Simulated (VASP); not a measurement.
A run of VASP 6.6.1 is set up as follows.

File INCAR:

```
PREC = Accurate
ENCUT = 350
EDIFF = 1E-7
ISMEAR = 0
SIGMA = 0.1
LREAL = F
LASPH = T
NELM = 80
ALGO = Normal
ISIF = 3
LWAVE = F
LCHARG = F
GGA = CA
IBRION = 2
NSW = 80
EDIFFG = -0.002
```

Contents of KPOINTS:

```
Automatic mesh
0
Gamma
  10 10 10
```

The input POSCAR:

```
Ta
1.0
   -1.6512800000      1.6512800000      1.6512800000
    1.6512800000     -1.6512800000      1.6512800000
    1.6512800000      1.6512800000     -1.6512800000
Ta
1
Direct
    0.0000000000      0.0000000000      0.0000000000
```

Potentials or basis: VASP PAW LDA potentials, release 64 (Ta_pv).

The run is started by

```sh
$ cat potpaw_LDA.64/Ta_pv/POTCAR > POTCAR
$ mpirun -np 1 vasp_std > vasp.out
```

(1) Estimate the space group after relaxing (to 0.05 Å).

(2) What does it give for the band gap on the k mesh?

## Answers

(1) Im-3m (No. 229).

(2) none (metal or under the smearing width).
